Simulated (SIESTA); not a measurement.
Bi2Te2Se in SIESTA: the effect of basis

Bi2Te2Se:

```
CELL_PARAMETERS angstrom
2.16097 1.24764 10.58557
-2.16097 1.24764 10.58557
0.00000 -2.49527 10.58557
ATOMIC_POSITIONS crystal
Bi 0.39172 0.39172 0.39172
Bi 0.60828 0.60828 0.60828
Te 0.78040 0.78040 0.78040
Te 0.21960 0.21960 0.21960
Se 0.00000 0.00000 0.00000
```

The cell is a database's computed one.

Alike in all runs:

```yaml
Program: SIESTA 5.4.2
Task: band structure
Functional: PBEsol
Potentials_or_basis: PseudoDojo 0.4 standard (PBEsol files)
Grid_cutoff: 500 Ry
Energy_shift: 0.003 Ry
k_mesh: 7 × 7 × 7
Occupations: fermi-dirac, width 0.05 eV
Spin: no spin polarisation
```

| basis | gap on the mesh (eV) | pressure (GPa) | largest force (eV/Å) |
| --- | --- | --- | --- |
| SZ | 0.26 | 3.2 | 1.12 |
| SZP | ? | ? | ? |
| DZ | 0.41 | -0.4 | 0.44 |
| DZP | 0.43 | -0.4 | 0.24 |
| TZP | 0.40 | -0.6 | 0.24 |

**Question.** What does the run with basis SZP give?

**Answer.** gap on the mesh 0.50 eV; pressure 0.3 GPa; largest force 0.55 eV/Å.

Caveats: spin-orbit coupling is left out, which as a rule narrows the gap of such compounds by several tenths of an eV; the basis of atomic orbitals isn't converged, which shifts pressures, moduli and gaps; the basis has no polarisation orbitals (some runs); forces of over 1 eV/Å show positions far from the minimum, so gaps and moduli don't describe the material at rest (some runs).

